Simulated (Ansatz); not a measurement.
## Is this AlAs5 stable against decomposition?

Computed with DFT PBE, scalar-relativistic, plane waves, PAW (Ansatz 0.2.0). All cells share a 420 eV cutoff and Γ-centred k meshes spaced at most about 0.3 Å⁻¹ (about 0.25 or finer for metals, 2π included). No spin polarisation.

The zero of energy is the elements' standard structures at the same level; no fitted shifts are applied.

All energies are static (0 K, no zero-point motion). The reference form of As is held partly by dispersion forces, which this level lacks.

The competitors are the elements and 1 reference phase of this chemical system (from databases or known types: AlAs), relaxed at the same level; other known phases may be missing.

The candidate was reached from: TmCu5 type (F-43m).

```cif
data_structure
_symmetry_space_group_name_H-M 'P 1'
_symmetry_Int_Tables_number 1
_cell_length_a 5.5636
_cell_length_b 5.5636
_cell_length_c 5.5636
_cell_angle_alpha 60.000
_cell_angle_beta 60.000
_cell_angle_gamma 60.000
_cell_volume 121.77
loop_
_atom_site_label
_atom_site_type_symbol
_atom_site_fract_x
_atom_site_fract_y
_atom_site_fract_z
_atom_site_occupancy
Al1 Al 0.00000 0.00000 0.00000 1
As1 As 0.75000 0.75000 0.75000 1
As2 As 0.37511 0.37511 0.87466 1
As3 As 0.37511 0.87466 0.37511 1
As4 As 0.37511 0.37511 0.37511 1
As5 As 0.87466 0.37511 0.37511 1
```

Question: Into what would it decompose?

Answer: Its formation energy is 0.536 eV/atom. The lowest competing mixture at this composition is this:

```csv
phase,space group,source,share of atoms,ΔE_f (eV/atom)
As,-,element,0.6667,-0.0005
AlAs,F-43m (No. 216),COD,0.3333,-0.487
```

The lowest database cell of As (-0.0005) lies slightly below the reference, hence the non-zero entry.

The mixture lies at -0.163 eV/atom, and the candidate lies 0.70 eV/atom above it. The candidate matches no cell in the subsets of the Crystallography Open Database and the Materials Project at hand. A phase this far over the hull is unlikely to be made.
